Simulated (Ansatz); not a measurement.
# PbSe (Clausthalite) (Fm-3m) in Ansatz: a series of runs

One crystal, PbSe (Clausthalite), is run at these levels: PBE, LDA; tasks: single point, relaxation of cell and atoms.

All numbers are computed with Ansatz 0.2.0; they aren't measurements. Logs are shortened: lines on timing, memory, paths and dates and some standing lists are left out, and cuts for length are marked.

**Experimental background.**

From a printed reference work, monograph, for a bulk crystal of PbSe at 4.2 K: band gap 0.15 eV (direct).

The results are compared with them further down.

## 1. The structure

Symmetry: Fm-3m, No. 225, cubic system. Conventional cell: a = 6.121 Å, b = 6.121 Å, c = 6.121 Å, α = 90.00°, β = 90.00°, γ = 90.00°. Around Pb (site symmetry m-3m) lie 6 Se at 3.06 Å. Se (site symmetry m-3m) is surrounded by 6 Pb at 3.06 Å.

## 2. Single point, PBE

Input file input.yaml:

```yaml
crystal:
  lattice:
    - [0.0, 3.06065, 3.06065]
    - [3.06065, 0.0, 3.06065]
    - [3.06065, 3.06065, 0.0]
  atoms:
    - { symbol: Pb, position: [0.0, 0.0, 0.0] }
    - { symbol: Se, position: [0.5, 0.5, 0.5] }
kpoints:
  mp_grid: { grid: [5, 5, 5] }
scf:
  occupations: { method: fermi_dirac, width: 0.06 }
hamiltonian:
  xc: pbe
  pseudopotentials: { kind: all_electron, lapw: { basis_error: 0.003 } }
output:
  forces: true
  stress: true
  eigenvalues: true
```

Potentials or basis: all-electron LAPW, scalar-relativistic.

Started as:

```bash
$ ansatz run input.yaml --threads 1 --pin off --max-ram 3072MiB --backend cpu --events-out ev --progress --plain --runs-dir out
```

Standard output:

```text
Warning: RAYON_NUM_THREADS=1 ignored (pool sized by the plan → 1); use --threads N
LAPW: plane waves up to 6.535 Å⁻¹, error target 3.0e-3 eV per atom; small_component_spin mean_spin; Se in spheres of 1.431 Å, 24 of its electrons in bands, Dirac shells []; Pb in spheres of 1.630 Å, 36 of its electrons in bands, Dirac shells [] (how accurate: hamiltonian.pseudopotentials.lapw.basis_error, Limitations)
Engine: ansatz 0.2.0, x86_64-unknown-linux-gnu
Pseudopotentials: kind: all_electron
Pseudopotential: Pb, LAPW, valence charge 36, lapw/all_electron/scalar/gaussian/Pb, Koelling and Harmon's equation, gaussian nucleus
Pseudopotential: Se, LAPW, valence charge 24, lapw/all_electron/scalar/gaussian/Se, Koelling and Harmon's equation, gaussian nucleus
Functional definition: PBE
  parameter kappa = 0.804
  parameter beta = 0.06672455060314922
  exchange = pbe_x(kappa = kappa, mu = beta*pi^2/3)
  correlation = pbe_c(beta = beta)
Crystal: 2 atoms, lattice volume = 57.342 Å³
Basis set: ecut = 162.69819256433814 eV, 283 PW (Γ), exchange–correlation at level 2
Bands: 36, of which v1, the nominal top of the filled ones, is band 30 counted from 1 (29 counted from 0)
Symmetry: 48 space group operations
Space group: Fm-3m (ITA 225), of the structure as read, at distance tolerance 3.9e-5 Å
k-points: 10 of 125
Non-local potential: Pb, projectors of the file, none
Non-local potential: Se, projectors of the file, none
Initial density: superposition of atomic densities (chi_scale 0.1, normalization cell, long waves kept (reshape's long-wave potential 0.00 eV rms))
Initial wavefunctions: plane waves of lowest kinetic energy (no species holds an atomic orbital)
Functional: x = pbe(κ = 0.804, μ = 0.2195149727645171), c = pbe(β = 0.06672455060314922)
iter 1 solved again at ethr=1.40e-3 eV; its pass at ethr=1.00e-1 eV (dr2=8.43e-1 eV) is discarded
SCF iter   1: F=—  HF=-634193.668847 eV  |F-HF|=—  |Δ(HF+E_count)|=         —  Δρ=2.47e-2  dr2=8.43e-1  ethr=1.40e-3  ⟨swp⟩=2.0  Hψ=2213  notcnv=0
preconditioner: auto → none  [insulator: Δε(μ)=1.406 eV  Ē_g=16.865 eV  σ=0.060 eV  W_gap=1.00  n_scr=14 (ndim 8)  ℏωp=21.9 eV  f_vac=0.119  D(μ)=0.00/eV (n_scr^D=0)  ε∞_Penn≈2.7]
iter 2 solved again at ethr=3.15e-5 eV; its pass at ethr=1.40e-3 eV (dr2=1.89e-2 eV) is discarded
SCF iter   2: F=—  HF=-634193.414674 eV  |F-HF|=—  |Δ(HF+E_count)|=   2.54e-1  Δρ=5.39e-3  dr2=1.89e-2  ethr=3.15e-5  ⟨swp⟩=2.0  Hψ=1863  notcnv=0
SCF iter   3: F=—  HF=-634193.382207 eV  |F-HF|=—  |Δ(HF+E_count)|=   3.25e-2  Δρ=3.27e-3  dr2=1.07e-2  ethr=3.15e-5  ⟨swp⟩=2.7  Hψ=1126  notcnv=0
SCF iter   4: F=—  HF=-634193.383849 eV  |F-HF|=—  |Δ(HF+E_count)|=   1.64e-3  Δρ=8.81e-4  dr2=6.20e-4  ethr=1.78e-5  ⟨swp⟩=2.0  Hψ=1065  notcnv=0
SCF iter   5: F=—  HF=-634193.384086 eV  |F-HF|=—  |Δ(HF+E_count)|=   2.37e-4  Δρ=1.16e-4  dr2=8.46e-6  ethr=1.03e-6  ⟨swp⟩=2.5  Hψ=1078  notcnv=0
SCF iter   6: F=—  HF=-634193.384096 eV  |F-HF|=—  |Δ(HF+E_count)|=   1.06e-5  Δρ=1.95e-5  dr2=3.51e-7  ethr=1.41e-8  ⟨swp⟩=3.0  Hψ=1112  notcnv=0
SCF iter   7: F=-634193.384096 eV  HF=-634193.384096 eV  |F-HF|=8.15e-9  |Δ(HF+E_count)|=   3.26e-7  Δρ=6.05e-6  dr2=3.66e-8  ethr=5.85e-10  ⟨swp⟩=3.0  Hψ=1098  notcnv=0
SCF 1 converged in 7 iterations: F = -634193.384096 eV  dr2 = 3.66e-8
SCF converged after 7 iterations
Free energy (F): -634193.384096 eV
Harris-Foulkes:  -634193.384096 eV  (|F-HF|=8.15e-9)
Internal energy: -634193.384084 eV  (E = F + TS)
E sigma→0 (E₀):  -634193.384090 eV
Entropy (-TS):   -0.000012 eV (-0.006 meV/atom)
Fermi energy:    11.993356 eV
--- Per-component energies (eV) ---
  E_band       = -3854.446879
  E_kinetic    = 722667.095326
  E_xc         = -12976.395073
  E_electrostatic = -1343884.084337  (all electrons and nuclei)
  E_smearing   = -0.000012  (= −TS)
  E_closure    = 0.000000  (closes the sum)
  E_atoms      = -634185.215359  (free atoms, spherical and without spin; not in F)
  Σ components = -634193.384096   (vs F -634193.384096, Δ=0.00e0)
  Basis errors (estimates in eV, not in F): energy 1.0e-3 per atom: plane waves 9.5e-4 (5.2e-4 summed), levels above the bands 2.6e-59, relativity 2.2e-7, radial functions 5.7e-5, core shells 1.2e-8; eigenvalues (radial functions only) 3.0e-5; not estimated: angular momenta, meshes, grids; target (lapw.basis_error) 3.0e-3; muffin-tin radii Se 1.431 Å, Pb 1.630 Å
--- Forces (eV/Å), atoms counted from 1 ---
  atom   1  Pb    -0.00000000     0.00000000    -0.00000000
  atom   2  Se     0.00000000    -0.00000000    -0.00000000
  max |Σ_I F_I| component: 6.57e-31 eV/Å
--- Stress (GPa, compression-positive) ---
        2.271652      -0.000000      -0.000000
       -0.000000       2.271652      -0.000000
       -0.000000      -0.000000       2.271652
  P = ⅓ Tr σ = 2.2717 GPa (22.717 kbar)
--- Band table (eV; the first three rows and the last of 10) ---
  k-point 0: bands = ["-195.7975", "-135.2641", "-135.2641", "-135.2641", "-127.7420", "-116.7707", "-116.7682", "-116.7682", "-116.7682", "-116.7663", "-116.7663", "-116.7663", "-69.5865", "-69.5865", "-69.5865", "-35.4787", "-35.4787", "-35.4765", "-35.4765", "-35.4765", "-5.0938", "-5.0938", "-5.0938", "-5.0904", "-5.0904", "-1.8446", "5.4584", "9.8717", "9.8717", "9.8717", "16.4681", "16.4681", "16.4681", "18.2768", "18.2768", "18.2768"]
  k-point 1: bands = ["-195.7975", "-135.2641", "-135.2641", "-135.2641", "-127.7420", "-116.7707", "-116.7682", "-116.7682", "-116.7682", "-116.7663", "-116.7663", "-116.7663", "-69.5865", "-69.5865", "-69.5865", "-35.4787", "-35.4787", "-35.4765", "-35.4765", "-35.4765", "-5.0995", "-5.0995", "-5.0925", "-5.0818", "-5.0818", "-1.5520", "4.5649", "9.9760", "9.9760", "10.4762", "14.4852", "15.1111", "15.1111", "18.1206", "19.0831", "19.0831"]
  k-point 2: bands = ["-195.7975", "-135.2641", "-135.2641", "-135.2641", "-127.7420", "-116.7707", "-116.7682", "-116.7682", "-116.7682", "-116.7663", "-116.7663", "-116.7663", "-69.5866", "-69.5865", "-69.5865", "-35.4787", "-35.4787", "-35.4765", "-35.4764", "-35.4764", "-5.1131", "-5.1131", "-5.0910", "-5.0635", "-5.0635", "-0.9244", "3.2099", "10.2220", "10.2220", "11.3792", "12.5649", "13.6737", "13.6737", "19.4981", "21.0768", "21.0768"]
  k-point 9: bands = ["-195.7975", "-135.2641", "-135.2641", "-135.2641", "-127.7420", "-116.7707", "-116.7682", "-116.7682", "-116.7682", "-116.7663", "-116.7663", "-116.7663", "-69.5866", "-69.5866", "-69.5865", "-35.4787", "-35.4787", "-35.4765", "-35.4764", "-35.4764", "-5.1720", "-5.0926", "-5.0902", "-5.0700", "-5.0539", "-0.5010", "3.6558", "7.9188", "7.9539", "10.6705", "13.8242", "16.3185", "16.3791", "18.6760", "20.3999", "23.0891"]
```

Run time: 3.4 s. Hardware: 1 thread of Intel Xeon Platinum 8259CL at 2.50GHz (Skylake/Cascade Lake), shared host; peak memory 0.4 GiB.

What came out:

| Property | Result |
| --- | --- |
| Free energy | -634193.3841 eV |
| Pressure | 2.3 GPa |

Caveat: this odd mesh misses L, where the gap lies, so gap, dielectric constants and Born charges aren't listed. Spin-orbit coupling is left out, which matters for the levels of Pb.

## 3. Single point, PBE

Input file input.yaml:

```yaml
crystal:
  lattice:
    - [0.0, 3.06065, 3.06065]
    - [3.06065, 0.0, 3.06065]
    - [3.06065, 3.06065, 0.0]
  atoms:
    - { symbol: Pb, position: [0.0, 0.0, 0.0] }
    - { symbol: Se, position: [0.5, 0.5, 0.5] }
kpoints:
  mp_grid: { grid: [8, 8, 8] }
scf:
  occupations: { method: gaussian, width: 0.014 }
hamiltonian:
  xc: pbe
  pseudopotentials: { kind: all_electron, lapw: { basis_error: 0.001 } }
output:
  forces: true
  stress: true
  eigenvalues: true
```

Potentials or basis: all-electron LAPW, scalar-relativistic.

Started as:

```bash
$ ansatz run input.yaml --threads 1 --pin off --max-ram 3072MiB --backend cpu --events-out ev --progress --plain --runs-dir out
```

Run time: 8.5 s. Hardware: 1 thread of Intel Xeon Platinum 8259CL at 2.50GHz (Skylake/Cascade Lake), shared host; peak memory 0.46 GiB.

Results (log left out):

- Free energy: -634193.3735 eV
- Pressure: 2.4 GPa
- Band gap on the k mesh: 0.28 eV, direct

Levels at points of the mesh, in eV from the valence-band top:
| k point | band 28 | band 29 | band 30 | band 31 | band 32 | band 33 |
| --- | --- | --- | --- | --- | --- | --- |
| (0.00, 0.00, 0.00) | -1.89 | -1.89 | -1.89 | 4.71 | 4.71 | 4.71 |
| (0.00, 0.00, -0.50) | -1.48 | -1.48 | 0.00 | 0.28 | 1.69 | 1.69 |
| (0.00, -0.50, -0.50) | -4.99 | -3.24 | -3.24 | 3.69 | 5.60 | 5.60 |

Caveat: spin-orbit coupling is left out, which as a rule narrows the gap of such compounds by several tenths of an eV.

## 4. Relaxation of cell and atoms, LDA

Changes to input.yaml since step 3:

```diff
@@ -11,5 +11,5 @@
 scf:
-  occupations: { method: gaussian, width: 0.014 }
+  occupations: { method: fermi_dirac, width: 0.05 }
 hamiltonian:
-  xc: pbe
+  xc: lda
   pseudopotentials: { kind: all_electron, lapw: { basis_error: 0.001 } }
@@ -18,2 +18,5 @@
   stress: true
-  eigenvalues: true
+relax:
+  f_tol: 0.02
+  max_steps: 60
+  cell: {}
```

Potentials or basis: all-electron LAPW, scalar-relativistic.

Started as:

```bash
$ ansatz run input.yaml --threads 1 --pin off --max-ram 3072MiB --backend cpu --events-out ev --progress --plain --runs-dir out
```

Standard output:

```text
Warning: RAYON_NUM_THREADS=1 ignored (pool sized by the plan → 1); use --threads N
The last accepted step is kept in <dir> (removed where the run ends without a failure and the disk answers)
LAPW: plane waves up to 7.313 Å⁻¹, error target 1.0e-3 eV per atom; small_component_spin mean_spin; Se in spheres of 1.400 Å, 24 of its electrons in bands, Dirac shells []; Pb in spheres of 1.569 Å, 36 of its electrons in bands, Dirac shells [] (how accurate: hamiltonian.pseudopotentials.lapw.basis_error, Limitations)
[... 4 set-up lines as earlier in the session ...]
Functional definition: SPW92
  exchange = slater_x
  correlation = pw_c
Crystal: 2 atoms, lattice volume = 57.342 Å³
Basis set: ecut = 203.75348267401574 eV, 339 PW (Γ), exchange–correlation at level 2
Bands: 36, of which v1, the nominal top of the filled ones, is band 30 counted from 1 (29 counted from 0)
[... 2 set-up lines as earlier in the session ...]
k-points: 29 of 512
[... 4 set-up lines as earlier in the session ...]
Functional: x = slater, c = lda
iter 1 solved again at ethr=1.35e-3 eV; its pass at ethr=1.00e-1 eV (dr2=8.11e-1 eV) is discarded
SCF iter   1: F=—  HF=-633804.039171 eV  |F-HF|=—  |Δ(HF+E_count)|=         —  Δρ=2.41e-2  dr2=8.11e-1  ethr=1.35e-3  ⟨swp⟩=2.0  Hψ=6416  notcnv=0
preconditioner: auto → none  [insulator: Δε(μ)=0.522 eV  Ē_g=16.803 eV  σ=0.050 eV  W_gap=0.99  n_scr=14 (ndim 8)  ℏωp=21.9 eV  f_vac=0.120  D(μ)=0.00/eV (n_scr^D=0)  ε∞_Penn≈2.7]
iter 2 solved again at ethr=5.22e-5 eV; its pass at ethr=1.35e-3 eV (dr2=3.13e-2 eV) is discarded
SCF iter   2: F=—  HF=-633803.797311 eV  |F-HF|=—  |Δ(HF+E_count)|=   2.42e-1  Δρ=6.40e-3  dr2=3.14e-2  ethr=5.22e-5  ⟨swp⟩=2.0  Hψ=5451  notcnv=0
SCF iter   3: F=—  HF=-633803.755867 eV  |F-HF|=—  |Δ(HF+E_count)|=   4.14e-2  Δρ=3.21e-3  dr2=1.00e-2  ethr=5.22e-5  ⟨swp⟩=2.2  Hψ=3283  notcnv=0
SCF iter   4: F=—  HF=-633803.754300 eV  |F-HF|=—  |Δ(HF+E_count)|=   1.57e-3  Δρ=7.18e-4  dr2=3.27e-4  ethr=1.67e-5  ⟨swp⟩=2.0  Hψ=3104  notcnv=0
[... 45 lines left out ...]
relax step   4: F+E_penalty+E_count = -633803.76972844 eV  Δ(F+E_penalty+E_count) = -1.653e-5 eV  max|allowed force component| = 3.287e-31 eV/Å  Δτ_max = 0.0000 Å  P = -0.003 GPa  Ω = 55.078 Å³  (4 SCF iters, accepted)
iter 1 solved again at ethr=3.15e-11 eV; its pass at ethr=1.00e-1 eV (dr2=1.89e-8 eV) is discarded
SCF iter   1: F=—  HF=-633803.769729 eV  |F-HF|=—  |Δ(HF+E_count)|=         —  Δρ=4.05e-6  dr2=1.79e-8  ethr=3.15e-11  ⟨swp⟩=6.6  Hψ=5607  notcnv=0
SCF iter   2: F=-633803.769729 eV  HF=-633803.769729 eV  |F-HF|=6.75e-9  |Δ(HF+E_count)|=   8.15e-9  Δρ=3.31e-6  dr2=1.39e-8  ethr=2.98e-11  ⟨swp⟩=2.0  Hψ=3095  notcnv=0
SCF 5 converged in 2 iterations: F = -633803.769729 eV  dr2 = 1.39e-8
relax step   5: F+E_penalty+E_count = -633803.76972864 eV  Δ(F+E_penalty+E_count) = -2.010e-7 eV  max|allowed force component| = 2.465e-31 eV/Å  Δτ_max = 0.0000 Å  P = -0.003 GPa  Ω = 55.078 Å³  stress off target by 2.53e-3 GPa  SCF on the basis re-selected at this cell (its energy is not comparable with the rows above)  (2 SCF iters)
basis re-selected at this cell: Δ(F+E_penalty+E_count) = -2.010e-7 eV, ΔP = +0.000 GPa vs the last step (what re-selecting the basis moved, after the strain that the cell walked since its last selection, with what the two solves' SCF thresholds leave and, on support functions, any second-order correction that the steps lacked; it is no measure of the basis error at this ecutwfc). This SCF's stress stands 2.53e-3 GPa from its target on what of the cell is left free (relax.cell.stress_tol is 5.00e-2 GPa) and its largest allowed force component is 2.47e-31 eV/Å (relax.f_tol is 2.00e-2 eV/Å): within both
SCF converged after 2 iterations
Free energy (F): -633803.769729 eV
Harris-Foulkes:  -633803.769729 eV  (|F-HF|=6.75e-9)
Internal energy: -633803.768679 eV  (E = F + TS)
E sigma→0 (E₀):  -633803.769204 eV
Entropy (-TS):   -0.001049 eV (-0.525 meV/atom)
Fermi energy:    12.235556 eV
--- Per-component energies (eV) ---
  E_band       = -3832.549333
  E_kinetic    = 722015.506362
  E_xc         = -12582.852243
  E_electrostatic = -1343236.422799  (all electrons and nuclei)
  E_smearing   = -0.001049  (= −TS)
  E_closure    = 0.000000  (closes the sum)
  E_atoms      = -633794.310005  (free atoms, spherical and without spin; not in F)
  Σ components = -633803.769729   (vs F -633803.769729, Δ=0.00e0)
  Basis errors (estimates in eV, not in F): energy 3.5e-4 per atom: plane waves 3.5e-4 (1.9e-4 summed), levels above the bands 4.7e-58, relativity 4.8e-9, radial functions 9.5e-6, core shells 6.4e-8; eigenvalues (radial functions only) 2.5e-6; not estimated: angular momenta, meshes, grids; target (lapw.basis_error) 1.0e-3; muffin-tin radii Se 1.381 Å, Pb 1.548 Å
--- Forces (eV/Å), atoms counted from 1 ---
  atom   1  Pb     0.00000000     0.00000000     0.00000000
  atom   2  Se    -0.00000000     0.00000000     0.00000000
  max |Σ_I F_I| component: 6.25e-31 eV/Å
--- Stress (GPa, compression-positive) ---
       -0.002526      -0.000000      -0.000000
       -0.000000      -0.002526      -0.000000
       -0.000000      -0.000000      -0.002526
  P = ⅓ Tr σ = -0.0025 GPa (-0.025 kbar)
--- Relaxed structure (4 steps of the walk, 4 accepted, 1 SCFs on fresh bases) ---
  F+E_penalty+E_count = -633803.76972864 eV   max|allowed force component| = 2.465e-31 eV/Å   (the final SCF, on the basis selected at the relaxed cell)
  cell:  # Å, volume = 55.0775 Å³
    - [-8.916056343592374e-34, 3.0198231897230152, 3.0198231897230152]
    - [3.0198231897230152, -1.2228048164974507e-33, 3.0198231897230152]
    - [3.0198231897230152, 3.0198231897230152, -1.2993198683883753e-33]
  atoms:
    - { symbol: Pb, position: [1.966422516851808e-36, -1.9664225168519383e-36, -7.865690067414493e-36] }
    - { symbol: Se, position: [0.5, 0.5, 0.5] }
```

Run time: 32 s. Hardware: 1 thread of Intel Xeon Platinum 8259CL at 2.50GHz (Skylake/Cascade Lake), shared host; peak memory 0.49 GiB.

Results:

| Item | Value |
| --- | --- |
| Free energy | -633803.7697 eV |
| Relaxed volume | 27.54 Å³/atom |
| Relaxed cell | a = 4.271 Å, b = 4.271 Å, c = 4.271 Å, α = 60.00°, β = 60.00°, γ = 60.00° |
| Space group after relaxing (to 0.05 Å) | Fm-3m (No. 225) |
| Energy gained by relaxing | 7.8 meV/atom |
| Ionic steps | 5 |
| Pressure after relaxing | 0.0 GPa |

The path:
```csv
step,energy change (eV),largest force (eV/Å),volume (Å³)
1,0.0000,0.0000,57.34
2,-0.0114,0.0000,53.97
3,-0.0155,0.0000,55.15
4,-0.0155,0.0000,55.08
5,-0.0155,0.0000,55.08
```

Final structure:
```
CELL_PARAMETERS angstrom
0.00000 3.01982 3.01982
3.01982 0.00000 3.01982
3.01982 3.01982 0.00000
ATOMIC_POSITIONS crystal
Pb 0.00000 0.00000 0.00000
Se 0.50000 0.50000 0.50000
```

Spin-orbit coupling is left out, which matters for the levels of Pb.

## 5. Overview

```tsv
task	level	cell	k mesh	cutoff (eV)	smearing	basis error allowed	pressure (GPa)
single point	PBE	as given	5 × 5 × 5	163	fermi-dirac 0.06 eV	0.003 eV/atom	2.3
single point	PBE	as given	8 × 8 × 8	188	gaussian 0.014 eV	0.001 eV/atom	2.4
relaxation of cell and atoms	LDA	relaxed	8 × 8 × 8	-	fermi-dirac 0.05 eV	0.001 eV/atom	0.0
```

Alike in all rows: potentials or basis all-electron LAPW, scalar-relativistic; no spin polarisation.

Caveats: spin-orbit coupling is left out, which as a rule narrows the gap of such compounds by several tenths of an eV (some runs).

Compare energies only between runs with the same functional and basis.

## 6. How close it comes

Step 3. Measured gap of PbSe: 0.15 eV (direct; 4.2 K; a printed reference work, monograph). This calculation gives 0.28 eV (+0.13 eV). 2 values of this kind are on record (0.15 to 0.28 eV); this one was drawn at random. Spin-orbit coupling on Pb, Se is left out. The value is that of PBE on a finite k mesh, which can miss the band edges, without temperature or zero-point motion.

Step 4. The cell as given is a measured one (28.67 Å³/atom); LDA puts the equilibrium volume -3.9 % from it, thermal expansion not counted.
